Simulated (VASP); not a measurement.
**Te: relaxation of cell and atoms with PBE**

Te:

```
CELL_PARAMETERS angstrom
4.45400 0.00000 0.00000
-2.22700 3.85728 0.00000
0.00000 0.00000 5.92400
ATOMIC_POSITIONS crystal
Te 0.26900 0.00000 0.33333
Te 0.00000 0.26900 0.66667
Te 0.73100 0.73100 0.00000
```

* Program: VASP 6.6.1
* Task: relaxation of cell and atoms
* Functional: PBE
* Potentials or basis: VASP PAW PBE potentials, release 64 (Te)
* Cutoff: 400 eV
* k mesh: 9 × 9 × 6
* Occupations: gaussian, width 0.03 eV
* Spin: no spin polarisation
* Target pressure: 4 GPa
* Pressure (GPa): 4
* Further INCAR settings: ALGO = Fast; EDIFF = 1e-06; IBRION = 2; EDIFFG = -0.003; NSW = 40; ISIF = 3
* Target pressure: 4 GPa

| Item | Value |
| --- | --- |
| Relaxed volume | 30.85 Å³/atom |
| Relaxed cell | a = 4.228 Å, b = 4.228 Å, c = 5.978 Å, α = 90.00°, β = 90.00°, γ = 120.00° |
| Space group after relaxing (to 0.05 Å) | P3_121 (No. 152) |
| Energy change on relaxing (the enthalpy is what falls) | +38.4 meV/atom |
| Ionic steps | 12 |
| Pressure after relaxing | 4.0 GPa |
| Band gap on the k mesh | none (metal or under the smearing width) |

Step by step:
```
step  energy change (eV)  largest force (eV/Å)  pressure (GPa)  volume (Å³)
   1              0.0000                0.1627            1.44       101.78
   2              0.1624                0.5598            6.04        94.00
   3              0.0842                0.4177            4.23        96.61
   4              0.0856                0.3171            4.27        95.37
   5              0.1364                0.0910            4.81        91.86
   6              0.0709                0.0531            2.53        94.77
   7              0.1090                0.0387            3.96        92.85
   8              0.1096                0.0284            3.97        92.81
   9              0.1114                0.0079            3.99        92.72
  10              0.1115                0.0060            3.99        92.72
  11              0.1130                0.0037            3.99        92.66
  12              0.1153                0.0001            4.01        92.56
```

Final structure:
```cif
data_structure
_symmetry_space_group_name_H-M 'P 1'
_symmetry_Int_Tables_number 1
_cell_length_a 4.2284
_cell_length_b 4.2284
_cell_length_c 5.9779
_cell_angle_alpha 90.000
_cell_angle_beta 90.000
_cell_angle_gamma 120.000
_cell_volume 92.56
loop_
_atom_site_label
_atom_site_type_symbol
_atom_site_fract_x
_atom_site_fract_y
_atom_site_fract_z
_atom_site_occupancy
Te1 Te 0.29167 0.00000 0.33333 1
Te2 Te 0.00000 0.29167 0.66667 1
Te3 Te 0.70833 0.70833 0.00000 1
```

Levels at points of the mesh, in eV from the Fermi level:
| k point | band 5 | band 6 | band 7 | band 8 | band 9 | band 10 | band 11 | band 12 | band 13 |
| --- | --- | --- | --- | --- | --- | --- | --- | --- | --- |
| (0.00, 0.00, 0.00) | -2.49 | -2.49 | -1.80 | -1.80 | -1.27 | 1.05 | 1.05 | 1.82 | 4.78 |
| (0.00, 0.00, 0.50) | -2.65 | -2.65 | -1.20 | -0.74 | -0.74 | 0.17 | 0.37 | 0.37 | 3.52 |

Wall time 2.5 min on 1 thread of Intel(R) Xeon(R) 6975P-C (Granite Rapids), on a shared host, peak memory 0.21 GiB.

Caveat: the cell is relaxed towards a set pressure, so the enthalpy falls and the energy may rise. Spin-orbit coupling is left out, which matters for the levels of Te.
